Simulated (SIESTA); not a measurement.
# TiSe under changes of volume

One of the cells (17.058 Å³/atom); the others are scaled copies at fixed shape and fractional positions:

```xyz
4
Lattice="3.5590 0.0000 0.0000 -1.7795 3.0822 0.0000 0.0000 0.0000 6.2200" Properties=species:S:1:pos:R:3 pbc="T T T"
Se    1.7795    1.0274    4.6650
Se    0.0000    2.0548    1.5550
Ti    0.0000    0.0000    3.1100
Ti    0.0000    0.0000    0.0000
```

- Program: SIESTA 5.4.2
- Functional: LDA
- Potentials or basis: PseudoDojo 0.4 standard (LDA files)
- Basis: DZP (energy shift 0.003 Ry; two zetas on semicore shells)
- Grid cutoff: 800 Ry
- Energy shift: 0.003 Ry
- k mesh: 9 × 9 × 5
- Occupations: fermi-dirac, width 0.05 eV
- Spin: no spin polarisation

```tsv
volume (Å³/atom)	energy over the lowest point (meV/atom)	pressure (GPa)
16.034	19.99	7.9
16.375	6.82	4.6
16.716	0.38	1.6
17.058	0.00	-1.1
17.399	4.99	-3.5
17.740	14.79	-5.5
18.081	?	?
```

Problem. What does the run at 18.081 Å³/atom give?

Solution. Energy over the lowest point 28.94 meV/atom; pressure -7.5 GPa.

Worked out: A Birch-Murnaghan fit of order 3 (a polynomial in V^(-2/3)) to the other rows has its minimum at 16.91 Å³/atom with B0 = V·E''(V) = 132 GPa and B' = 4.6 at fixed shape and positions, which overstates the stiffness. It gives 28.88 meV/atom at 18.081 Å³/atom, against the run's 28.94, and -dE/dV = -7.6 GPa, against -7.5.

Energies are extrapolated to zero smearing.

Caveats: the basis of atomic orbitals isn't converged, which shifts pressures, moduli and gaps.
